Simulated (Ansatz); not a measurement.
# CdSe: a single-point run

Wanted: a converged single-point run for CdSe, and a check of what comes out. The structure is shown as the input types it. The cell is built on a prototype (NiAs type) and needn't be the phase found in nature.

Method: density functional or hybrid calculation with the settings of its input, plane waves (as first typed), in Ansatz 0.2.0.

2 further runs of the same task are left out: 2 that didn't finish.

## Step 1: Starting point

It takes space group P6_3/mmc (No. 194, hexagonal). Conventional cell: a = 4.019 Å, b = 4.019 Å, c = 6.659 Å, α = 90.00°, β = 90.00°, γ = 120.00°. Cd (site symmetry -3m) is surrounded by 6 Se at 2.86 Å. Se (site symmetry -6m2) is surrounded by 6 Cd at 2.86 Å.

Coordinates:

```cif
data_structure
_symmetry_space_group_name_H-M 'P 1'
_symmetry_Int_Tables_number 1
_cell_length_a 4.0194
_cell_length_b 4.0194
_cell_length_c 6.6587
_cell_angle_alpha 90.000
_cell_angle_beta 90.000
_cell_angle_gamma 120.000
_cell_volume 93.16
loop_
_atom_site_label
_atom_site_type_symbol
_atom_site_fract_x
_atom_site_fract_y
_atom_site_fract_z
_atom_site_occupancy
Cd1 Cd 0.00000 0.00000 0.00000 1
Cd2 Cd 0.00000 0.00000 0.50000 1
Se1 Se 0.33333 0.66667 0.25000 1
Se2 Se 0.66667 0.33333 0.75000 1
```

## Step 2: The run

The input, input.yaml:

```yaml
crystal:
  lattice:
    - [4.0193504367, 0.0, 0.0]
    - [-2.0096752184, 3.4808595849, 0.0]
    - [0.0, 0.0, 6.6587297966]
  atoms:
    - { symbol: Cd, position: [0.0, 0.0, 0.0] }
    - { symbol: Cd, position: [0.0, 0.0, 0.5] }
    - { symbol: Se, position: [0.3333333333, 0.6666666667, 0.25] }
    - { symbol: Se, position: [0.6666666667, 0.3333333333, 0.75] }
kpoints:
  mp_grid: { grid: [6, 6, 4] }
hamiltonian:
  xc: pbe
scf:
  occupations: { method: fermi_dirac, width: 0.02 }
  n_extra_bands: 5
  convergence: { dr2_threshold: 0.01 }
  max_iter: 59
output:
  forces: true
  stress: true
  eigenvalues: true
```

Command:

```
$ ansatz run input.yaml --threads 4 --pin off --max-ram 3686MiB --backend cpu --events-out ev --progress --plain --runs-dir out
```

What happens when this is run?

The run converged and reported no error, with warnings (force scf threshold loose, stress scf threshold loose). Its log warns: «scf.convergence.dr2_threshold = 1e-2 eV is looser than this run's default, which is 1e-7 eV or tighter. The error in the forces grows as the threshold's square root ...»

The threshold asked is loose, but the program put off the close and ended at dr2 = 2.3e-10, so little accuracy was lost here.

Run again and compare: delete scf.convergence.dr2_threshold (the default then holds).
